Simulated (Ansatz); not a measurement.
The system is Se.

```
Se
1.0
     4.36620    0.00000    0.00000
    -2.18310    3.78124    0.00000
     0.00000    0.00000    4.95360
Se
3
Direct
  0.77460 0.77460 0.00000
  0.00000 0.22540 0.66667
  0.22540 0.00000 0.33333
```

```yaml
Program: Ansatz 0.2.0
Task: relaxation of cell and atoms
Functional: PBEsol
Potentials_or_basis: Ansatz PAW earlier set
Cutoff: "580 eV (not typed: the program's choice for these potentials)"
k_mesh: 7 × 7 × 6
Occupations: fermi-dirac, width 0.05 eV
Spin: no spin polarisation
```

At the start: volume 27.26 Å³/atom.

Problem. Where does the relaxation end?

Solution. It ends after 6 steps and the volume is 24.09 Å³/atom (-11.6 %); space group P3_121 (No. 152, to 0.05 Å).

Step by step:
```
step  energy change (eV)  largest force (eV/Å)  volume (Å³)
   1              0.0000                0.2834        81.78
   2             -0.0386                0.1853        76.66
   3             -0.0684                0.1128        71.67
   4             -0.0708                0.0095        71.67
   5             -0.0713                0.0008        72.26
   6             -0.0710                0.0007        72.26
```

Final structure:
```xyz
3
Lattice="4.0356 0.0000 0.0000 -2.0178 3.4950 0.0000 0.0000 0.0000 5.1231" Properties=species:S:1:pos:R:3 pbc="T T T"
Se    1.5158    2.6255    0.0000
Se   -0.5020    0.8695    3.4154
Se    1.0040    0.0000    1.7077
```

Caveat: the plane-wave basis is chosen anew once the cell has moved, so the energies of steps on either side of that aren't comparable; the PAW data sets come from PBE, with cores solved anew for the run's functional, which leaves a small shift of forces and pressure.
